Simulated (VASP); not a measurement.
# Sn (Immm) in VASP: further runs

The runs below take Sn through single point, with PBE.

All numbers are computed with VASP 6.6.1; they aren't measurements. Logs are shortened: lines on timing, memory, paths and dates and some standing lists are left out, and cuts for length are marked.

## 1. Starting point

Symmetry: Immm, No. 71, orthorhombic system. The conventional cell has a = 3.453 Å, b = 3.551 Å, c = 4.677 Å, α = 90.00°, β = 90.00°, γ = 90.00°. Sn (site symmetry mmm) has 12 Sn at 3.41 to 3.55 Å as nearest neighbours.

This isn't the form of Sn at room conditions, which is tetragonal (white tin).

## 2. Single point, PBE

INCAR

```
SYSTEM = Sn
ADDGRID = .FALSE.
ALGO = Normal
EDIFF = 1E-7
ENCUT = 450
GGA = PE
ISIF = 2
ISMEAR = 1
LASPH = .TRUE.
LCHARG = .FALSE.
LREAL = .FALSE.
LWAVE = .FALSE.
NELM = 100
PREC = Accurate
SIGMA = 0.05
```

KPOINTS

```
k-points
0
G
  12 12 12
  0 0 0
```

POSCAR

```
Sn
1.0
   -1.6810770000      1.7214010000      2.3373330000
    1.7271670000     -1.7623000000      2.4024190000
    1.7145940000      1.7948920000     -2.3683880000
Sn
1
Direct
    0.0245380000     -0.0183670000      0.0024320000
```

Potentials or basis: VASP PAW PBE potentials, release 64 (Sn).

Command:

```console
cat potpaw_PBE.64/Sn/POTCAR > POTCAR
mpirun -np 1 vasp_std > vasp.out
```

OUTCAR:

```text
SYSTEM = Sn
   EDIFF = 1E-7
   ENCUT = 450
   GGA = PE
   ISIF = 2
   ISMEAR = 1
   LASPH = .TRUE.
   LREAL = .FALSE.
   NELM = 100
   PREC = Accurate

 Found    868 irreducible k-points:

 Following reciprocal coordinates:
            Coordinates               Weight
  0.000000  0.000000  0.000000      1.000000
  0.083333  0.000000  0.000000      2.000000
  0.166667  0.000000  0.000000      2.000000
  0.250000  0.000000  0.000000      2.000000
  0.333333  0.000000  0.000000      2.000000
  0.416667  0.000000  0.000000      2.000000
   k-points           NKPTS =    868   k-points in BZ     NKDIM =    868   number of bands    NBANDS=      6
   number of dos      NEDOS =    301   number of ions     NIONS =      1
   total plane-waves  NPLWV =  13824
   dimension x,y,z NGX =    24 NGY =   24 NGZ =   24
   dimension x,y,z NGXF=    48 NGYF=   48 NGZF=   48
   ions per type =               1
   NGX,Y,Z   is equivalent  to a cutoff of  11.89, 11.59, 11.63 a.u.
   NGXF,Y,Z  is equivalent  to a cutoff of  23.79, 23.17, 23.26 a.u.
 SYSTEM =  Sn
   PREC   = accura    normal or accurate (medium, high low for compatibility)
   ISTART =      0    job   : 0-new  1-cont  2-samecut
   ICHARG =      2    charge: 1-file 2-atom 10-const
   ISPIN  =      1    spin polarized calculation?
   LNONCOLLINEAR =      F non collinear calculations
   LSORBIT =      F    spin-orbit coupling
   LASPH  =      T    aspherical Exc in radial PAW
   ENCUT  =  450.0 eV  33.07 Ry    5.75 a.u.   5.80  5.96  5.93*2*pi/ulx,y,z
   NELM   =    100;   NELMIN=  2; NELMDL= -5     # of ELM steps
   EDIFF  = 0.1E-06   stopping-criterion for ELM
   LREAL  =      F    real-space projection
   EDIFFG = 0.1E-05   stopping-criterion for IOM
   NSW    =      0    number of steps for IOM
   IBRION =     -1    ionic relax: 0-MD 1-quasi-New 2-CG
   NFREE  =      0    steps in history (QN), initial steepest desc. (CG)
   ISIF   =      2    stress and relaxation
   ISYM   =      2    0-nonsym 1-usesym 2-fastsym
   POTIM  = 0.5000    time-step for ionic-motion
   TEBEG  =    0.0;   TEEND  =   0.0 temperature during run
   PSTRESS=    0.0 pullay stress
   NELECT =       4.0000    total number of electrons
   NUPDOWN=      -1.0000    fix difference up-down
   EMIN   =  10.00;   EMAX   =-10.00  energy-range for DOS
   EFERMI =   0.00;   METHOD = LEGACY
   ISMEAR =     1;   SIGMA  =   0.05  broadening in eV -4-tet -1-fermi 0-gaus
   EFERMI_NEDOS =   21; number of points for ismear=-14 and -15
   IALGO  =     38    algorithm
   IMIX   =      4    mixing-type and parameters
     AMIX     =   0.40;   BMIX     =  1.00
     AMIX_MAG =   1.60;   BMIX_MAG =  1.00
  volume/ion in A,a.u.               =      28.67       193.50
  Fermi-wavevector in a.u.,A,eV,Ry     =   0.849055  1.604482  9.808370  0.720895
  Thomas-Fermi vector in A             =   1.964816
   LORBIT       =      0    0 simple, 1 ext, 2 COOP (PROOUT), +10 PAW based schemes
   GGA     = PE    functional components
   LHFCALC =     F    Hartree Fock is set to
   AEXX    =    0.0000 exact exchange contribution
   IVDW    =     0    specifies the selected vdW correction
   LEPSILON=     F    determine dielectric tensor
   LRPA    =     F    only Hartree local field effects (RPA)
 non-spin polarized calculation
 Methfessel and Paxton  Order N= 1 SIGMA  =   0.05
  energy-cutoff  :      450.00
  volume of cell :       28.67
 maximum number of plane-waves:       636
   NGX = 11   NGY = 11   NGZ = 11

 number of electron       4.0000000 magnetization

 Free energy of the ion-electron system (eV)
  ---------------------------------------------------
  ext. energy  EPLUGINS =         0.00000000
  ---------------------------------------------------
  free energy    TOTEN  =        -3.76457573 eV

  energy without entropy =       -3.76464281  energy(sigma->0) =       -3.76459809

 E-fermi :   4.9392     XC(G=0):  -9.9664

 val. band max:        4.9303435019   @ k =   0.2500  -0.1667   0.3333
 cond. band min:       4.9415963076   @ k =  -0.2500  -0.1667   0.4167
 fundamental gap:      0.0112528057
 Fermi energy:         4.9392380849

 k-point     1 :       0.0000    0.0000    0.0000
  band No.  band energies     occupation
      1      -5.8270      2.00000
      2      11.8339      0.00000
      3      12.2032      0.00000
      4      12.5656      0.00000
      5      15.5969      0.00000
      6      15.7598      0.00000

 k-point     2 :       0.0833    0.0000    0.0000
  band No.  band energies     occupation
      1      -5.6896      2.00000
      2      10.8761      0.00000
      3      11.7144      0.00000
      4      12.2084      0.00000
      5      14.8646      0.00000
      6      16.1490      0.00000

 k-point     3 :       0.1667    0.0000    0.0000
  band No.  band energies     occupation
      1      -5.2778      2.00000
      2       8.3926      0.00000
      3      11.3963      0.00000
      4      11.6474      0.00000
      5      14.4549      0.00000
      6      16.7793      0.00000

 k-point     4 :       0.2500    0.0000    0.0000
  band No.  band energies     occupation
      1      -4.5951      2.00000
      2       5.8819     -0.00000
      3      11.0378      0.00000
      4      11.1075      0.00000
      5      14.2320      0.00000
      6      16.1835      0.00000

 k-point     5 :       0.3333    0.0000    0.0000
  band No.  band energies     occupation
      1      -3.6565      2.00000
      2       3.5791      2.00000
      3      10.5870      0.00000
      4      10.8419      0.00000
      5      14.1877      0.00000
      6      15.5100      0.00000

 k-point     6 :       0.4167    0.0000    0.0000
  band No.  band energies     occupation
      1      -2.5343      2.00000
      2       1.6209      2.00000
      3      10.2847      0.00000
      4      10.6945      0.00000
      5      14.3099      0.00000
      6      15.0786      0.00000

 [... further k-points ...]

------------------------ aborting loop because EDIFF is reached ----------------------------------------

  FORCE on cell =-STRESS in cart. coord.  units (eV):
  Direction    XX          YY          ZZ          XY          YZ          ZX
  --------------------------------------------------------------------------------------
  -------------------------------------------------------------------------------------
  Total       -0.1895960     -0.2337932     -0.2894850      0.0551339     -0.0759741      0.0213899
  in kB      -10.5940786    -13.0636920    -16.1755877      3.0807236     -4.2452145      1.1952065
  external PRESSURE =     -13.2777861 kB  Pullay stress =       0.0000000 kB

 VOLUME and BASIS-vectors are now :
 -----------------------------------------------------------------------------
  energy-cutoff  :      450.00
  volume of cell :       28.67
      direct lattice vectors                 reciprocal lattice vectors
    -1.681077000  1.721401000  2.337333000    -0.004822354  0.286321943  0.213499049
     1.727167000 -1.762300000  2.402419000     0.288499269 -0.000911461  0.208168231
     1.714594000  1.794892000 -2.368388000     0.287885548  0.281643047 -0.000369160

 POSITION                                       TOTAL-FORCE (eV/Angst)
 -----------------------------------------------------------------------------------
      1.65836     -1.68333      2.40989        -0.000000     -0.000000      0.000000
 -----------------------------------------------------------------------------------
    total drift:                               -0.000000      0.000000      0.000000

  FREE ENERGIE OF THE ION-ELECTRON SYSTEM (eV)
  ---------------------------------------------------
  free  energy   TOTEN  =        -3.7645757255 eV

  energy  without entropy=       -3.7646428082  energy(sigma->0) =       -3.76459809
```

Wall time 24 s (1 thread of Intel Xeon 6975P-C (Granite Rapids), shared host); peak memory 0.25 GiB.

The run converged, but some of its settings lie outside the range that counts as converged, so its numbers aren't taken as properties of the crystal.

Results:

```yaml
Free_energy: -3.7646 eV
Pressure: -1.3 GPa
Band_gap_on_the_k_mesh: none (metal or under the smearing width)
```

## 3. Single point, PBE

Edit INCAR of step 2 so:

```diff
@@ -14,2 +14,2 @@
 PREC = Accurate
-SIGMA = 0.05
+SIGMA = 0.02
```

KPOINTS is that of step 2.

POSCAR

```
Sn
1.0
   -1.7265390000      1.7755470000      2.3383420000
    1.7265390000     -1.7755470000      2.3383420000
    1.7265390000      1.7755470000     -2.3383420000
Sn
1
Direct
    0.0000000000      0.0000000000      0.0000000000
```

Potentials or basis: VASP PAW PBE potentials, release 64 (Sn).

Command:

```console
cat potpaw_PBE.64/Sn/POTCAR > POTCAR
mpirun -np 1 vasp_std > vasp.out
```

It took 9.8 s on 1 thread of Intel Xeon 6975P-C (Granite Rapids), shared host; peak memory 0.17 GiB.

These settings aren't checked as converged: the numbers below hold their error.

Results:

| Property | Result |
| --- | --- |
| Free energy | -3.7641 eV |
| Pressure | -1.3 GPa |
| Band gap on the k mesh | none (metal or under the smearing width) |

## 4. Single point, PBE

INCAR is that of step 3.

KPOINTS is that of step 3.

POSCAR

```
Sn
1.0
   -1.6810770000      1.7214010000      2.3373330000
    1.7271670000     -1.7623000000      2.4024190000
    1.7145940000      1.7948920000     -2.3683880000
Sn
1
Direct
    0.0245380000     -0.0183670000      0.0024320000
```

Potentials or basis: VASP PAW PBE potentials, release 64 (Sn).

Command:

```console
cat potpaw_PBE.64/Sn/POTCAR > POTCAR
mpirun -np 1 vasp_std > vasp.out
```

OUTCAR:

```text
SYSTEM = Sn
   EDIFF = 1E-7
   ENCUT = 450
   GGA = PE
   ISIF = 2
   ISMEAR = 1
   LASPH = .TRUE.
   LREAL = .FALSE.
   NELM = 100
   PREC = Accurate

 Found    868 irreducible k-points:

 Following reciprocal coordinates:
            Coordinates               Weight
  0.000000  0.000000  0.000000      1.000000
  0.083333  0.000000  0.000000      2.000000
  0.166667  0.000000  0.000000      2.000000
  0.250000  0.000000  0.000000      2.000000
  0.333333  0.000000  0.000000      2.000000
  0.416667  0.000000  0.000000      2.000000
   k-points           NKPTS =    868   k-points in BZ     NKDIM =    868   number of bands    NBANDS=      6
   number of dos      NEDOS =    301   number of ions     NIONS =      1
   total plane-waves  NPLWV =  13824
   dimension x,y,z NGX =    24 NGY =   24 NGZ =   24
   dimension x,y,z NGXF=    48 NGYF=   48 NGZF=   48
   ions per type =               1
   NGX,Y,Z   is equivalent  to a cutoff of  11.89, 11.59, 11.63 a.u.
   NGXF,Y,Z  is equivalent  to a cutoff of  23.79, 23.17, 23.26 a.u.
 SYSTEM =  Sn
   PREC   = accura    normal or accurate (medium, high low for compatibility)
   ISTART =      0    job   : 0-new  1-cont  2-samecut
   ICHARG =      2    charge: 1-file 2-atom 10-const
   ISPIN  =      1    spin polarized calculation?
   LNONCOLLINEAR =      F non collinear calculations
   LSORBIT =      F    spin-orbit coupling
   LASPH  =      T    aspherical Exc in radial PAW
[... 57 lines left out ...]

 k-point     1 :       0.0000    0.0000    0.0000
  band No.  band energies     occupation
      1      -5.8270      2.00000
      2      11.8339      0.00000
      3      12.2031      0.00000
      4      12.5657      0.00000
      5      15.5969      0.00000
      6      15.7599      0.00000
[... 37 lines left out ...]
 k-point     6 :       0.4167    0.0000    0.0000
  band No.  band energies     occupation
      1      -2.5343      2.00000
      2       1.6210      2.00000
      3      10.2847      0.00000
      4      10.6945      0.00000
      5      14.3099      0.00000
      6      15.0785      0.00000

 [... further k-points ...]

------------------------ aborting loop because EDIFF is reached ----------------------------------------

  FORCE on cell =-STRESS in cart. coord.  units (eV):
  Direction    XX          YY          ZZ          XY          YZ          ZX
  --------------------------------------------------------------------------------------
  -------------------------------------------------------------------------------------
  Total       -0.1857815     -0.2317641     -0.2944955      0.0548946     -0.0880389      0.0157292
  in kB      -10.3809366    -12.9503107    -16.4555593      3.0673537     -4.9193610      0.8789044
  external PRESSURE =     -13.2622689 kB  Pullay stress =       0.0000000 kB

 VOLUME and BASIS-vectors are now :
 -----------------------------------------------------------------------------
  energy-cutoff  :      450.00
  volume of cell :       28.67
      direct lattice vectors                 reciprocal lattice vectors
    -1.681077000  1.721401000  2.337333000    -0.004822354  0.286321943  0.213499049
     1.727167000 -1.762300000  2.402419000     0.288499269 -0.000911461  0.208168231
     1.714594000  1.794892000 -2.368388000     0.287885548  0.281643047 -0.000369160

 POSITION                                       TOTAL-FORCE (eV/Angst)
 -----------------------------------------------------------------------------------
      1.65836     -1.68333      2.40989        -0.000000      0.000000      0.000000
 -----------------------------------------------------------------------------------
    total drift:                               -0.000000      0.000000      0.000000

  FREE ENERGIE OF THE ION-ELECTRON SYSTEM (eV)
  ---------------------------------------------------
  free  energy   TOTEN  =        -3.7645965195 eV

  energy  without entropy=       -3.7645964646  energy(sigma->0) =       -3.76459650
```

OSZICAR:

```text
N       E                     dE             d eps       ncg     rms          rms(c)
DAV:   1     0.574289565744E+00    0.57429E+00   -0.13499E+03 10530   0.426E+02
DAV:   2    -0.373269186670E+01   -0.43070E+01   -0.41376E+01 14376   0.374E+01
DAV:   3    -0.377848105973E+01   -0.45789E-01   -0.45448E-01 12612   0.435E+00
DAV:   4    -0.377854292195E+01   -0.61862E-04   -0.61861E-04 14640   0.191E-01
DAV:   5    -0.377854301997E+01   -0.98025E-07   -0.98686E-07 12900   0.498E-03    0.129E+00
DAV:   6    -0.377008864457E+01    0.84544E-02   -0.22057E-03 12294   0.320E-01    0.757E-01
DAV:   7    -0.376452056883E+01    0.55681E-02   -0.62724E-03 11124   0.541E-01    0.539E-02
DAV:   8    -0.376459483425E+01   -0.74265E-04   -0.68917E-05 14664   0.661E-02    0.757E-03
DAV:   9    -0.376459645350E+01   -0.16193E-05   -0.26801E-06 12612   0.135E-02    0.355E-03
DAV:  10    -0.376459651948E+01   -0.65973E-07   -0.45854E-07 13302   0.444E-03
   1 F= -.37645965E+01 E0= -.37645965E+01  d E =-.548897E-07
```

Wall time 24 s (1 thread of Intel Xeon 6975P-C (Granite Rapids), shared host); peak memory 0.24 GiB.

The run converged, but some of its settings lie outside the range that counts as converged, so its numbers aren't taken as properties of the crystal.

Results:

```
Free energy            : -3.7646 eV
Pressure               : -1.3 GPa
Band gap on the k mesh : none (metal or under the smearing width)
```

## 5. Single point, PBE

Edit INCAR of step 4 so:

```diff
@@ -13,3 +13,3 @@
 NELM = 100
-PREC = Accurate
-SIGMA = 0.02
+PREC = Low
+SIGMA = 0.2
```

KPOINTS is that of step 4.

POSCAR

```
Sn
1.0
   -1.7265390000      1.7755470000      2.3383420000
    1.7265390000     -1.7755470000      2.3383420000
    1.7265390000      1.7755470000     -2.3383420000
Sn
1
Direct
    0.0000000000      0.0000000000      0.0000000000
```

Command:

```console
cat potpaw_PBE.64/Sn/POTCAR > POTCAR
mpirun -np 1 vasp_std > vasp.out
```

Run time: 7.8 s. Hardware: 1 thread of Intel Xeon 6975P-C (Granite Rapids), shared host; peak memory 0.13 GiB.

The run converged, but some of its settings lie outside the range that counts as converged, so its numbers aren't taken as properties of the crystal.

Results:

| Quantity | Value |
| --- | --- |
| Free energy | -3.7642 eV |
| Pressure | -1.3 GPa |
| Band gap on the k mesh | none (metal or under the smearing width) |
